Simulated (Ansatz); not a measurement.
# Response of KF to small distortions

```yaml
crystal:
  lattice:
    - [0.00000, 2.67350, 2.67350]
    - [2.67350, 0.00000, 2.67350]
    - [2.67350, 2.67350, 0.00000]
  atoms:
    - { symbol: K, position: [0.00000, 0.00000, 0.00000] }
    - { symbol: F, position: [0.50000, 0.50000, 0.50000] }
```

Atom numbers follow the list: K1, F2.

The cell is COD entry 9008652, as deposited and not checked against the literature; nothing was relaxed.

Method: DFT, PBE, all-electron LAPW, scalar-relativistic (Ansatz 0.2.0).

Numerical set-up: a Γ-centred 9×9×9 k mesh, Fermi–Dirac smearing of 0.01 eV, basis error target 1 meV/atom, no spin polarisation.

The unchanged cell is at 1.32 GPa.

Semilocal functionals give too small gaps.

x, y and z are the Cartesian axes of the cell as listed; fractional coordinates follow a strain, and an engineering shear is twice the off-diagonal strain component.

Question: With this change (z strained by +1 % at fixed volume), what becomes of the energy and stress and gap?

Answer: Energy change under 1 meV/atom; stress change (xx, yy, zz, yz, xz, xy) 0.29, 0.29, -0.53, 0.00, 0.00, 0.00 GPa, compression positive; gap on the k mesh 6.17 → 6.16 eV.

Question: With this change (xy engineering shear strain of -4 %), what becomes of the energy and stress and gap?

Answer: Energy change +1 meV/atom; stress change (xx, yy, zz, yz, xz, xy) 0.00, 0.00, -0.02, 0.00, 0.00, 0.53 GPa, compression positive; gap on the k mesh 6.17 → 6.14 eV.

Question: With this change (atom 1 (K) moved by (0.1200, 0.0000, 0.0000) Å), what becomes of the energy and stress and forces and gap?

Answer: Energy change +6 meV/atom; stress change (xx, yy, zz, yz, xz, xy) 0.71, -0.04, -0.04, 0.00, 0.00, 0.00 GPa, compression positive; change of the force on K1 (-0.202, 0.000, 0.000) eV/Å; gap on the k mesh 6.17 → 6.17 eV.

Question: What force constant does this one finite step give for K1 along its displacement (all its periodic images move with it)?

Answer: k = −ΔF·u/|u|² = 1.68 eV/Å², so the force pulls the atom back.
